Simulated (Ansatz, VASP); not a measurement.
**Two plane-wave programs on Tl**

```
CELL_PARAMETERS angstrom
3.33481 0.00000 0.00000
-1.11160 3.14409 0.00000
0.00000 0.00000 22.44573
ATOMIC_POSITIONS crystal
Tl 0.50000 0.50000 0.37869
Tl 0.00000 0.00000 0.50000
Tl 0.50000 0.50000 0.62131
```

Alike in both runs: functional PBEsol; k mesh 9 × 9 × 1; occupations gaussian, width 0.1 eV; no spin polarisation.

Ansatz relaxed the structure, and its values are those at the end. VASP's run is a single point on that final structure, the one shown.

|  | VASP | Ansatz |
| --- | --- | --- |
| version | VASP 6.6.1 | Ansatz 0.2.0 |
| potentials or method | VASP PAW PBE potentials, release 64 (Tl_d) | scalar-relativistic, plane waves, PAW |
| plane-wave cutoff (eV) | 520 | 420 |
| valence electrons in the cell | 39 | 39 |

```csv
,VASP,Ansatz,Ansatz less VASP
gap on the k mesh at the Fermi level (eV),none,none,-
rms of the force components (eV/Å),0.002,0.003,+0.0007
```

A gap of «none» marks a metal or a gap that the smearing closes. With one functional, cell and mesh, what is left measures potentials, basis and numerics.

Caveats: the PAW data sets were made with another functional, which shifts forces and pressure a little (VASP). Spin-orbit coupling is left out, which matters for the levels of Tl.
